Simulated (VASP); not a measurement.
## GaP in VASP: the effect of exact exchange

GaP:

```
CELL_PARAMETERS angstrom
0.00000 2.72525 2.72525
2.72525 0.00000 2.72525
2.72525 2.72525 0.00000
ATOMIC_POSITIONS crystal
Ga 0.00000 0.00000 0.00000
P 0.75000 0.75000 0.75000
```

Alike in all runs:

```yaml
Program: VASP 6.6.1
Task: single point
Functional: PBE0(alpha)
Potentials_or_basis: VASP PAW PBE potentials, release 64 (Ga_d, P)
Cutoff: 520 eV
k_mesh: 4 × 4 × 4
Occupations: fermi-dirac, width 0.05 eV
Spin: no spin polarisation
```

One run gave: gap on the mesh 3.29 eV; pressure 0.2 GPa. Which exact exchange did it use?
A. 0.4
B. 0.5
C. 0.3
D. 0.1
E. 0.05

C.

| exact exchange | gap on the mesh (eV) | pressure (GPa) |
| --- | --- | --- |
| 0.05 | 1.90 | 2.5 |
| 0.1 | 2.17 | 2.0 |
| 0.15 | 2.45 | 1.5 |
| 0.2 | 2.73 | 1.1 |
| 0.25 | 3.01 | 0.7 |
| 0.3 | 3.29 | 0.2 |
| 0.4 | 3.87 | -0.6 |
| 0.5 | 4.45 | -1.3 |

Caveats: all runs use coarse meshes; the PAW data sets were made with another functional, which shifts forces and pressure a little.

A k mesh can miss the band edges.
